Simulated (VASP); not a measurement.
MgO under changes of volume

One of the cells (12.040 Å³/atom); the others are scaled copies at fixed shape and fractional positions:

```
CELL_PARAMETERS angstrom
3.32969 0.00000 0.00000
-1.66485 2.88360 0.00000
0.00000 0.00000 5.01588
ATOMIC_POSITIONS crystal
Mg 0.66667 0.33333 0.50216
Mg 0.33333 0.66667 0.00216
O 0.66667 0.33333 0.90244
O 0.33333 0.66667 0.40244
```

Measurements of this composition are mostly on another form, of space group No. 225.

| Quantity | Value |
| --- | --- |
| Program | VASP 6.6.1 |
| Functional | PBE |
| Potentials or basis | VASP PAW PBE potentials, release 64 (Mg, O) |
| Cutoff | 520 eV |
| k mesh | 9 × 9 × 6 |
| Occupations | fermi-dirac, width 0.05 eV |
| Spin | no spin polarisation |

| volume (Å³/atom) | energy over the lowest point (meV/atom) | pressure (GPa) | gap on the mesh (eV) | largest force (eV/Å) |
| --- | --- | --- | --- | --- |
| 11.096 | 35.58 | 12.0 | 3.81 | 0.057 |
| 11.332 | ? | ? | ? | ? |
| 11.568 | 9.30 | 5.7 | 3.58 | 0.012 |
| 12.040 | 0.00 | 0.5 | 3.36 | 0.027 |
| 12.276 | 0.72 | -1.7 | 3.25 | 0.044 |
| 12.512 | 4.59 | -3.8 | 3.15 | 0.060 |

What does the run at 11.332 Å³/atom give?

Energy over the lowest point 20.09 meV/atom; pressure 8.7 GPa; gap on the mesh 3.69 eV; largest force 0.034 eV/Å.

Worked out: A Birch-Murnaghan fit of order 3 (a polynomial in V^(-2/3)) to the other rows has its minimum at 12.11 Å³/atom with B0 = V·E''(V) = 117 GPa and B' = 4.1 at fixed shape and positions, which overstates the stiffness. It gives 20.10 meV/atom at 11.332 Å³/atom, against the run's 20.09, and -dE/dV = 8.9 GPa, against 8.7. A straight line through the other rows of the gap, of slope -5.51 eV per unit of ln V (its deformation potential), gives 3.69 eV, against the run's 3.69.

Energies are extrapolated to zero smearing.

Caveats: an odd mesh through Γ misses points on the zone boundary, where band edges often lie.
